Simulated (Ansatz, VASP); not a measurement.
# Be16H (a cell with a defect): VASP beside Ansatz

```
CELL_PARAMETERS angstrom
-2.29000 -3.96640 0.00000
3.43500 -1.98320 0.00000
0.00000 0.00000 7.17686
ATOMIC_POSITIONS crystal
Be 0.74989 0.50156 0.00319
Be 0.50126 0.33413 0.25105
Be 0.74989 0.50186 0.50017
Be 0.50736 0.33767 0.75342
Be 0.50123 0.99865 0.99953
Be 0.24992 0.83714 0.24826
Be 0.50737 0.99498 0.49706
Be 0.24997 0.82404 0.75332
Be 0.24992 0.49559 0.00225
Be 0.99855 0.33411 0.25104
Be 0.24998 0.50874 0.49729
Be 0.99245 0.33780 0.75345
Be 0.99858 0.99867 0.99955
Be 0.74989 0.83121 0.24731
Be 0.99246 0.99485 0.49704
Be 0.74987 0.83090 0.75039
H 0.24958 0.16617 0.62521
```

Alike in both runs: functional PBE; dispersion D3(BJ); k mesh 5 × 6 × 4; occupations gaussian, width 0.1 eV; no spin polarisation.

Ansatz relaxed the structure, and its values are those at the end. VASP's run is a single point on that final structure, the one shown.

|  | VASP | Ansatz |
| --- | --- | --- |
| version | VASP 6.6.1 | Ansatz 0.2.0 |
| potentials or method | VASP PAW PBE potentials, release 64 (Be, H) | scalar-relativistic, plane waves, PAW |
| plane-wave cutoff (eV) | 520 | 420 |
| valence electrons in the cell | 33 | 33 |

|  | VASP | Ansatz | Ansatz less VASP |
| --- | --- | --- | --- |
| dispersion energy (meV/atom) | -335.8 | -335.8 | -0.06 |
